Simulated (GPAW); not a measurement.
The system is TiO2.

```
Ti O
1.0
     4.59984    0.00000    0.00000
     0.00000    4.59984    0.00000
     0.00000    0.00000    2.95921
Ti O
2 4
Direct
  0.00000 0.00000 0.50000
  0.50000 0.50000 0.00000
  0.30432 0.30432 0.50000
  0.19568 0.80432 0.00000
  0.80432 0.19568 0.00000
  0.69568 0.69568 0.50000
```

The cell is a database's computed one.

Base run:

```yaml
Program: GPAW 26.7.0
Functional: OLYP
Potentials_or_basis: PAW data sets generated in the run's folder for this functional
Cutoff: 800 eV
Basis: pw
k_mesh: 4 × 4 × 6
Occupations: fermi-dirac, width 0.05 eV
Spin: no spin polarisation
```

Its results: band gap on the k mesh 1.90 eV, direct; pressure 7.1 GPa; largest force 0.059 eV/Å.

Problem. The run is repeated on the same cell with these changes: functional from OLYP to PW91. What comes out?

Solution. Band gap on the k mesh 1.87 eV, direct; pressure 4.5 GPa; largest force 0.022 eV/Å.

PW91 binds more tightly than OLYP, so the same cell stands under less pressure.

Not every run made on this cell is shown here.
